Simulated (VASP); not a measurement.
Input of a VASP 6.6.1 run:

Contents of POSCAR:

```
BaTe
1.0
    4.2624660000      0.0000000000      0.0000000000
    0.0000000000      4.2624660000      0.0000000000
    0.0000000000      0.0000000000      4.2624660000
Ba Te
1 1
Direct
    0.0000000000      0.0000000000      0.0000000000
    0.5000000000      0.5000000000      0.5000000000
```

Contents of INCAR.step1:

```
SYSTEM = BaTe
  ALGO = Normal
  EDIFF = 1E-8
  ENCUT = 450
  GGA = PE
  ISMEAR = 0
  LASPH = .True.
  LCHARG = .False.
  LREAL = .False.
  LWAVE = .True.
  NELM = 100
  PREC = Accurate
  SIGMA = 0.01
```

Contents of INCAR.step2:

```
SYSTEM = BaTe
  ALGO = Exact
  EDIFF = 1E-8
  ENCUT = 450
  GGA = PE
  ISMEAR = 0
  ISTART = 1
  LASPH = .True.
  LCHARG = .False.
  LOPTICS = .True.
  LREAL = .False.
  LWAVE = .True.
  NBANDS = 745
  NELM = 1
  PREC = Accurate
  SIGMA = 0.01
```

Contents of INCAR.step3:

```
SYSTEM = BaTe
  ALGO = EVGW0R
  EDIFF = 1E-8
  ENCUT = 450
  ENCUTGW = 200
  GGA = PE
  ISMEAR = 0
  ISTART = 1
  LASPH = .True.
  LCHARG = .False.
  LREAL = .False.
  LWAVE = .False.
  NBANDS = 745
  NBANDSGW = 16
  NELMGW = 1
  NOMEGA = 16
  PREC = Accurate
  PRECFOCK = Fast
  SIGMA = 0.01
```

Contents of KPOINTS:

```
k-points
0
Gamma
  3 3 3
  0 0 0
```

Potentials or basis: VASP PAW PBE potentials, release 64 (Ba_sv_GW, Te_GW).

Command:

```sh
$ cat potpaw_PBE.64/Ba_sv_GW/POTCAR potpaw_PBE.64/Te_GW/POTCAR > POTCAR
$ cp INCAR.step1 INCAR
$ mpirun -np 1 vasp_std > vasp.out
$ cp INCAR.step2 INCAR
$ mpirun -np 1 vasp_std > vasp.out
$ cp INCAR.step3 INCAR
$ mpirun -np 1 vasp_std > vasp.out
```

Task: What does it give for the quasiparticle gap?

Result: 1.95 eV.

Task: Predict the least direct quasiparticle gap.

Result: 1.95 eV.

Task: Predict the RPA correlation energy per cell.

Result: -21.958 eV.

Task: Predict the RPA correlation energy.

Result: -10.979 eV/atom.

Task: Predict the band gap on the k mesh, mean-field level.

Result: 1.19 eV, direct.

Caveat: the k mesh is coarse (spacing up to 0.49 Å⁻¹), so the values aren't converged; bands, screening cutoff and mesh are small and nothing is extrapolated, so the quasiparticle values aren't converged; spin-orbit coupling is left out, which moves the levels of the heavy elements.
